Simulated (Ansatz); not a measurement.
A 14-atom cell of CdIn2O4 started from a crystallographic database was relaxed with 4 functionals in the plane-wave code Ansatz, cell and atoms free, the symmetry of the start kept (meshes: PBE 4×4×4, r2SCAN 4×4×4, PBEsol 4×4×4, LDA 4×4×4). Calculated for a static, non-magnetic cell.

The r2SCAN result:
```yaml
crystal:
  lattice:
    - [0.00000, 4.60036, 4.60036]
    - [4.60036, 0.00000, 4.60036]
    - [4.60036, 4.60036, 0.00000]
  atoms:
    - { symbol: Cd, position: [0.00000, 0.00000, 0.00000] }
    - { symbol: Cd, position: [0.25000, 0.25000, 0.25000] }
    - { symbol: In, position: [0.62500, 0.62500, 0.62500] }
    - { symbol: In, position: [0.12500, 0.62500, 0.62500] }
    - { symbol: In, position: [0.62500, 0.62500, 0.12500] }
    - { symbol: In, position: [0.62500, 0.12500, 0.62500] }
    - { symbol: O, position: [0.86188, 0.86188, 0.86188] }
    - { symbol: O, position: [0.83563, 0.38812, 0.38812] }
    - { symbol: O, position: [0.86188, 0.86188, 0.41437] }
    - { symbol: O, position: [0.38812, 0.83563, 0.38812] }
    - { symbol: O, position: [0.41437, 0.86188, 0.86188] }
    - { symbol: O, position: [0.38812, 0.38812, 0.38812] }
    - { symbol: O, position: [0.86188, 0.41437, 0.86188] }
    - { symbol: O, position: [0.38812, 0.38812, 0.83563] }
```

It is cubic, Fd-3m (No. 227); conventional cell a = 9.201 Å, 13.91 Å³ an atom. Cd is surrounded by 4 O at 2.20 Å; In is surrounded by 6 O at 2.19 Å; O is surrounded by 3 In at 2.19 Å and 1 Cd at 2.20 Å.

Question: How does the cell change with PBEsol?

Answer: a = 9.191 Å; the volume differs by -0.3 % from r2SCAN's. Cd is surrounded by 4 O at 2.19 Å; In is surrounded by 6 O at 2.19 Å; O is surrounded by 3 In at 2.19 Å and 1 Cd at 2.19 Å.

Question: What lattice does LDA give?

Answer: a = 9.093 Å; the volume differs by -3.5 % from r2SCAN's. Cd has 4 O at 2.17 Å; In has 6 O at 2.17 Å; O has 3 In at 2.17 Å and 1 Cd at 2.17 Å.

Question: Held at the r2SCAN cell, what mean stress do LDA and PBE find, and does its sign point to their own minimum?

Answer: Yes. LDA -5.02 GPa, and its relaxed volume is -3.5 % from r2SCAN's; PBE +5.43 GPa, and its relaxed volume is +3.8 % from r2SCAN's. Compression counts positive, so a positive stress asks for a larger cell.
